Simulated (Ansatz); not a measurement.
Runs of Ansatz 0.2.0 on AlNi3. It takes space group Fm-3m (No. 225, cubic). Conventional cell: a = 5.604 Å, b = 5.604 Å, c = 5.604 Å, α = 90.00°, β = 90.00°, γ = 90.00°. Ni (site symmetry -43m) is surrounded by 4 Al at 2.43 Å and 4 Ni at 2.43 Å. Ni (site symmetry m-3m) is surrounded by 8 Ni at 2.43 Å. Around Al (site symmetry m-3m) lie 8 Ni at 2.43 Å. The cell comes from a database or a generator and needn't be the stable form of this composition.

```csv
task,level,potentials or basis,spin,cutoff (eV),basis error allowed,gap on the mesh (eV),pressure (GPa),moment (μB),V0 of scaled cells (Å³/atom),B0 (GPa)
band structure,PBEsol,"all-electron LAPW, inner shells corrected to Dirac's equation","collinear, ferromagnetic start",305,0.002 eV/atom,-,-0.8,0.00,-,-
single point,PBEsol,"all-electron LAPW, scalar-relativistic","collinear, ferromagnetic start",329,0.001 eV/atom,none,-0.8,0.00,-,-
single point,PBEsol,"all-electron LAPW, scalar-relativistic",off,305,0.002 eV/atom,none,-0.8,-,-,-
equation of state,PBEsol,"all-electron LAPW, scalar-relativistic","collinear, ferromagnetic start",-,0.001 eV/atom,-,-,-,10.96,200
band structure,PBEsol,"all-electron LAPW, non-relativistic","collinear, ferromagnetic start",305,0.002 eV/atom,-,2.4,0.00,-,-
band structure,PBEsol,"all-electron LAPW, scalar-relativistic","collinear, ferromagnetic start",305,0.002 eV/atom,-,-0.8,0.00,-,-
single point,PBEsol,"all-electron LAPW, scalar-relativistic","collinear, ferrimagnetic start",305,0.002 eV/atom,none,-0.8,0.00,-,-
equation of state,LDA,"all-electron LAPW, scalar-relativistic","collinear, ferromagnetic start",-,0.002 eV/atom,-,-,-,(b),(a)
```

Alike in all rows: cell as given; k mesh 8 × 8 × 8; smearing fermi-dirac 0.05 eV.

Q: Estimate the missing entries.

A: (a) 219; (b) 10.60.

A k mesh can miss the band edges.

A gap of «none» marks a metal or a gap under the smearing width.

Not every run made on this cell is shown here.
